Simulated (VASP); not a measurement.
Here is a VASP 6.6.1 calculation.

The input INCAR:

```
SYSTEM = BaTiO3
ALGO = Normal ; EDIFF = 1E-6
EDIFFG = -0.01 ; ENCUT = 600
GGA = PS ; IBRION = 2
ISIF = 3 ; ISMEAR = -1
LASPH = .True. ; LCHARG = .False.
LREAL = .False. ; LWAVE = .False.
NELM = 100 ; NSW = 60
PREC = Accurate ; PSTRESS = 100
SIGMA = 0.05
```

Contents of KPOINTS:

```
k-points
0
Gamma
  5 5 5
  0 0 0
```

Contents of POSCAR:

```
BaTiO3
1.0
    4.0060000000      0.0000000000      0.0000000000
    0.0000000000      4.0060000000      0.0000000000
    0.0000000000      0.0000000000      4.0060000000
Ba Ti O
1 1 3
Direct
    0.5000000000      0.5000000000      0.5000000000
    0.0000000000      0.0000000000      0.0000000000
    0.0000000000      0.0000000000      0.5000000000
    0.0000000000      0.5000000000      0.0000000000
    0.5000000000      0.0000000000      0.0000000000
```

Potentials or basis: VASP PAW PBE potentials, release 64 (Ba_sv, Ti_sv, O).

Run with:

```sh
$ cat potpaw_PBE.64/Ba_sv/POTCAR potpaw_PBE.64/Ti_sv/POTCAR potpaw_PBE.64/O/POTCAR > POTCAR
$ mpirun -np 1 vasp_std > vasp.out
```

Question: Predict the relaxed volume.

Answer: 12.02 Å³/atom.

Question: Estimate the band gap on the k mesh.

Answer: 1.89 eV, direct.

Question: Estimate the space group after relaxing (to 0.05 Å).

Answer: Pm-3m (No. 221).

Final structure:
```cif
data_structure
_symmetry_space_group_name_H-M 'P 1'
_symmetry_Int_Tables_number 1
_cell_length_a 3.9173
_cell_length_b 3.9173
_cell_length_c 3.9173
_cell_angle_alpha 90.000
_cell_angle_beta 90.000
_cell_angle_gamma 90.000
_cell_volume 60.11
loop_
_atom_site_label
_atom_site_type_symbol
_atom_site_fract_x
_atom_site_fract_y
_atom_site_fract_z
_atom_site_occupancy
Ba1 Ba 0.50000 0.50000 0.50000 1
Ti1 Ti 0.00000 0.00000 0.00000 1
O1 O 0.00000 0.00000 0.50000 1
O2 O 0.00000 0.50000 0.00000 1
O3 O 0.50000 0.00000 0.00000 1
```

Caveat: the cell is relaxed towards a set pressure, so the enthalpy falls and the energy may rise; the PAW data sets were made with another functional, which shifts forces and pressure a little; spin-orbit coupling is left out, which moves the levels of the heavy elements; an odd mesh through Γ misses points on the zone boundary, where band edges often lie.
